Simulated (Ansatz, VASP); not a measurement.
# Ni in VASP and in Ansatz

INCAR

```
PREC     = Accurate       # precision mode
ENCUT    = 520            # plane-wave cutoff, eV
EDIFF    = 1E-7           # SCF threshold, eV
ISMEAR   = 0              # smearing method
SIGMA    = 0.025          # smearing width, eV
LREAL    = F              # projectors in reciprocal space
LASPH    = T              # aspherical terms in the spheres
NELM     = 150            # most SCF steps
ALGO     = Normal         # electronic algorithm
ISIF     = 2              # what is computed and relaxed
LWAVE    = F              # write WAVECAR
LCHARG   = T              # write CHGCAR
ISPIN    = 2              # spin polarisation
MAGMOM   = 1.5            # initial moments
LORBIT   = 11             # projections on sites
LMAXMIX  = 4              # l up to which the mixer works
GGA      = PE             # functional
LELF     = T              # ELF
LVHAR    = T            
NBANDS   = 15             # bands
```

Contents of KPOINTS:

```
regular mesh
0
Gamma
  16 16 16
```

Contents of POSCAR:

```
Ni
1.0
    2.4917520000      0.0000000000      0.0000000000
    1.2458760000      2.1579205319      0.0000000000
    1.2458760000      0.7193068440      2.0345069885
Ni
1
Direct
    0.0000000000      0.0000000000      0.0000000000
```

Input for Ansatz:

```yaml
crystal:
  lattice:
    - [2.491752, 0.0, 0.0]
    - [1.2458760000000002, 2.1579205319306825, 0.0]
    - [1.2458760000000002, 0.7193068439768943, 2.034506988519823]
  atoms:
    - { symbol: Ni, position: [0.0, 0.0, 0.0] }
kpoints:
  mp_grid:
    grid: [16, 16, 16]
hamiltonian:
  xc: pbe
magnetization:
  spin_polarized: true
  per_species:
    Ni: 1.5
scf:
  occupations:
    method: gaussian
    width: 0.025
```

Alike in both runs: task single point; functional PBE; k mesh 16 × 16 × 16; occupations gaussian, width 0.025 eV; collinear spin.

|  | VASP | Ansatz |
| --- | --- | --- |
| version | VASP 6.6.1 | Ansatz 0.2.0 |
| potentials or method | VASP PAW PBE potentials, release 64 (Ni) | plane waves, PAW |
| plane-wave cutoff (eV) | 520 | 420 |
| valence electrons in the cell | 10 | 18 |

VASP gave:

| Quantity | Value |
| --- | --- |
| net moment per atom (μB) | 0.60 |
| size of the moment on the site where the two differ most (μB) | 0.61 |

Task: What did Ansatz give for the same quantities?

Result: net moment per atom (μB): 0.60; size of the moment on the site where the two differ most (μB): 0.64.

Site moments also hang on the region over which each program counts them. The two sets of potentials don't hold the same shells in valence.
